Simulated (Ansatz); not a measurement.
Ti:

```
Ti
1.0
     0.00000    2.03000    2.03000
     2.03000    0.00000    2.03000
     2.03000    2.03000    0.00000
Ti
1
Cartesian
  0.0000 0.0000 0.0000
```

This isn't the form of Ti at room conditions, which is hcp.

Base run:

```yaml
Program: Ansatz 0.2.0
Functional: RPBE
Potentials_or_basis: Ansatz PAW
Cutoff: "420 eV (not typed: the program's choice for these potentials)"
k_mesh: 11 × 11 × 11
Occupations: fermi-dirac, width 0.05 eV
Spin: no spin polarisation
```

Its results: band gap on the k mesh none (metal or under the smearing width); pressure 7.6 GPa.

Task: After a change of settings the same cell gave: band gap on the k mesh none (metal or under the smearing width); pressure -5.1 GPa. Which change was it?
A. functional from RPBE to r2SCAN; cutoff from 420 eV (not typed: the program's choice for these potentials) to 500 eV (not typed: the program's choice for these potentials)
B. functional from RPBE to PBE; occupations from fermi-dirac, width 0.05 eV to gaussian, width 0.012 eV
C. functional from RPBE to LDA
D. functional from RPBE to BLYP

Result: C.

LDA binds more tightly than RPBE, so the same cell stands under less pressure.

Caveats: the PAW data sets come from PBE, with cores solved anew for the run's functional, which leaves a small shift of forces and pressure.
